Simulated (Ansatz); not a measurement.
A run of Ansatz 0.2.0 is set up as follows.

Contents of input.yaml:

```yaml
crystal:
  lattice:
    - [0.0, 1.813001, 1.813001]
    - [1.813001, 0.0, 1.813001]
    - [1.813001, 1.813001, 0.0]
  atoms:
    - { symbol: "N", position: [0.25, 0.25, 0.25] }
    - { symbol: B, position: [0.0, 0.0, 0.0] }
hamiltonian:
  xc: b3lyp
  pseudopotentials: { kind: paw }
kpoints:
  mp_grid: { grid: [7, 7, 7] }
  band_path:
    path:
      - [[0.0, 0.0, 0.0], [0.5, 0.0, 0.5], [0.5, 0.25, 0.75], [0.375, 0.375, 0.75], [0.0, 0.0, 0.0], [0.5, 0.5, 0.5], [0.625, 0.25, 0.625], [0.5, 0.25, 0.75], [0.5, 0.5, 0.5], [0.375, 0.375, 0.75]]
      - [[0.625, 0.25, 0.625], [0.5, 0.0, 0.5]]
    npoints: 4
scf:
  occupations: { method: fermi_dirac, width: 0.05 }
  n_extra_bands: 6
output:
  forces: true
  stress: true
  eigenvalues: true
  fatbands: false
  write_density: true
  write_potential: true
  elf: true
  volumetric_format: npy
```

Potentials or basis: Ansatz PAW.

Command:

```bash
$ ansatz run input.yaml --threads 2 --pin off --max-ram 5632MiB --backend cpu --events-out ev --progress --plain --runs-dir out
```

Question: What does it give for the pressure?

Answer: -2.9 GPa.

Question: Estimate the band gap on the k mesh.

Answer: 6.78 eV, indirect (least direct gap 10.88 eV).

Question: Predict the band gap along the path.

Answer: 6.53 eV, indirect (least direct gap 10.88 eV).

Levels at the corners of the path, in eV from the valence-band top:
| point | band 1 | band 2 | band 3 | band 4 | band 5 | band 6 | band 7 | band 8 |
| --- | --- | --- | --- | --- | --- | --- | --- | --- |
| Γ | -21.43 | 0.00 | 0.00 | 0.00 | 10.88 | 10.88 | 10.88 | 12.55 |
| X | -15.65 | -9.40 | -5.12 | -5.12 | 6.53 | 11.32 | 20.41 | 20.41 |
| W | -15.35 | -8.05 | -7.22 | -6.68 | 11.79 | 15.60 | 16.73 | 16.98 |
| K | -15.58 | -8.58 | -7.91 | -4.25 | 9.02 | 15.11 | 18.22 | 19.10 |
| Γ | -21.43 | 0.00 | 0.00 | 0.00 | 10.88 | 10.88 | 10.88 | 12.55 |
| L | -17.08 | -11.16 | -2.04 | -2.04 | 12.23 | 12.89 | 12.89 | 17.76 |
| U | -15.58 | -8.58 | -7.91 | -4.25 | 9.02 | 15.11 | 18.22 | 19.10 |
| W | -15.35 | -8.05 | -7.22 | -6.68 | 11.79 | 15.60 | 16.73 | 16.98 |
| L | -17.08 | -11.16 | -2.04 | -2.04 | 12.23 | 12.89 | 12.89 | 17.76 |
| K | -15.58 | -8.58 | -7.91 | -4.25 | 9.02 | 15.11 | 18.22 | 19.10 |
| U | -15.58 | -8.58 | -7.91 | -4.25 | 9.02 | 15.11 | 18.22 | 19.10 |
| X | -15.65 | -9.40 | -5.12 | -5.12 | 6.53 | 11.32 | 20.41 | 20.41 |

Caveat: the k mesh is coarse (spacing up to 0.43 Å⁻¹), so the values aren't converged, least of all with exact exchange; the k mesh misses the band edges, so the gap on the mesh is wider than the one along the path; the pressure holds a Pulay correction of +1.1 GPa for the finite cutoff; the PAW data sets come from PBE, with cores solved anew for the run's functional, which leaves a small shift of forces and pressure; the thresholds are loose for stress.
